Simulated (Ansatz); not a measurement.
**Relaxing CdTe**

The calculation used DFT r2SCAN, scalar-relativistic, plane waves, PAW (Ansatz 0.2.0).

The start is a database structure of CdTe, space group F-43m (No. 216).

Input of the last, converged step (default PAW datasets):

```yaml
crystal:
  lattice:
    - [0.0, 3.2821135562, 3.2821135562]
    - [3.2821135562, 0.0, 3.2821135562]
    - [3.2821135562, 3.2821135562, 0.0]
  atoms:
    - { symbol: Cd, position: [0.0, 0.0, 0.0] }
    - { symbol: Te, position: [0.25, 0.25, 0.25] }
basis:
  ecutwfc: 500
kpoints:
  mp_grid: { grid: [8, 8, 8] }
hamiltonian:
  xc: r2scan
scf:
  occupations: { method: gaussian, width: 0.02 }
output:
  forces: true
  stress: true
  eigenvalues: true
relax:
  adjacent_minimum: "off"
  f_tol: 0.01
  max_steps: 80
  cell: { stress_tol: 0.05 }
```

Launched as:

```bash
ansatz run input.yaml --threads 1 --pin off --max-ram 3072MiB --backend cpu --events-out ev --progress --plain --runs-dir out
```

It took 25 s on 1 thread of Intel(R) Xeon(R) 6975P-C (Granite Rapids), on a shared host, peak memory 0.64 GiB.

End of the output:

```
SCF converged after 5 iterations
Free energy (F): -15264.140242 eV
Harris-Foulkes:  -15264.140242 eV  (|F-HF|=3.64e-12)
Internal energy: -15264.140242 eV  (E = F + TS)
E sigma→0 (E₀):  -15264.140242 eV
Fermi energy:    7.299923 eV
--- Per-component energies (eV) ---
  E_band       = -841.706720
  E_kinetic    = 685.243176
  E_local      = -5498.327882  (includes V_loc(G=0)·N_el)
  E_nonlocal   = -275.677285
  E_hartree    = 2766.797605
  E_xc         = -283.211197
  E_vxc        = -357.267219  (∫ρ·V_xc dr)
  E_paw        = -8793.011221  (= ΣΔE_a)
  E_vpaw       = -953.495946  (= ΣTr[D̂ρ^β])
  E_aug_tail   = -0.000032  (compensation charges beyond the density's cutoff)
  E_vtau       = 24.223342  (kinetic-family band-sum trace: ∫τ·v_τ [+ j·A + Jᵃ·Aᵃ] dr)
  E_ewald      = -3865.673491
  E_core_change = -0.279915  (= ΣΔE_core)
  E_smearing   =  0.000000  (= −TS)
  E_closure    =  0.000000  (closes the sum)
  Σ components = -15264.140242   (vs F -15264.140242, Δ=0.00e0)
--- Forces (eV/Å), atoms counted from 1 ---
  atom   1  Cd     0.00000000     0.00000000     0.00000000
  atom   2  Te     0.00000000     0.00000000     0.00000000
  max |Σ_I F_I| component: 5.96e-17 eV/Å
--- Stress (GPa, compression-positive) ---
       -0.000877       0.000000       0.000000
        0.000000      -0.000877       0.000000
        0.000000       0.000000      -0.000877
  P = ⅓ Tr σ = -0.0009 GPa (-0.009 kbar)
--- Relaxed structure (3 steps of the walk, 3 accepted, 1 SCFs on fresh bases) ---
  F+E_penalty+E_count = -15264.14024207 eV   max|allowed force component| = 4.424e-17 eV/Å   (the final SCF, on the basis selected at the relaxed cell)
  cell:  # Å, volume = 70.5008 Å³
    - [0.000000, 3.278849, 3.278849]
    - [3.278849, 0.000000, 3.278849]
    - [3.278849, 3.278849, 0.000000]
  atoms:
    - { symbol: Cd, position: [0.000000, 0.000000, 0.000000] }
    - { symbol: Te, position: [0.250000, 0.250000, 0.250000] }
```

Total energies depend on the potentials used, so only differences within one code and one set of settings carry meaning.

The result has space group F-43m (No. 216). Cd has 4 Te at 2.84 Å; Te has 4 Cd at 2.84 Å.

Against the elements it lies at -0.568 eV/atom. The zero of energy is the elements' standard structures at the same level; no fitted shifts are applied.

Spin–orbit coupling is left out.

Symmetry constrained the relaxation, so the result can be a saddle point.